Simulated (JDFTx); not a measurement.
Runs of JDFTx 1.7.0 (patched build) on Pt. It takes space group Fm-3m (No. 225, cubic). Conventional cell: a = 3.922 Å, b = 3.922 Å, c = 3.922 Å, α = 90.00°, β = 90.00°, γ = 90.00°. Pt (site symmetry m-3m) has 12 Pt at 2.77 Å as nearest neighbours. 

```csv
task,level,potentials or basis,cell,cutoff (eV),further solve for the empty bands,gap on the mesh (eV),pressure (GPa),V0 of scaled cells (Å³/atom),B0 (GPa)
single point,PBEsol,PseudoDojo-SR-PBEsol-0.4.1-standard with smoothed tails,as given,1143,yes,none,-1.2,-,-
single point,PBEsol,PseudoDojo-SR-PBEsol-0.4.1-standard with smoothed tails,cell strained at random at fixed volume,1143,yes,none,-1.1,-,-
equation of state,PBEsol,PseudoDojo-SR-PBEsol-0.4.1-standard with smoothed tails,as given,1143,-,-,-,(b),(a)
equation of state,r2SCAN,SG15-PBE-1.2 with smoothed tails,as given,1088,-,-,-,15.31,274
```

Alike in all rows: no spin polarisation; k mesh 12 × 12 × 12; smearing fermi-dirac 0.05 eV.

**Question.** Fill in the values left out.

**Answer.** (a) 287; (b) 15.02.

Caveats: the potentials were made for another functional, which shifts forces and pressure (some runs).

A k mesh can miss the band edges, and the runs leave out spin-orbit coupling on Pt.

A gap of «none» marks a metal or a gap under the smearing width.
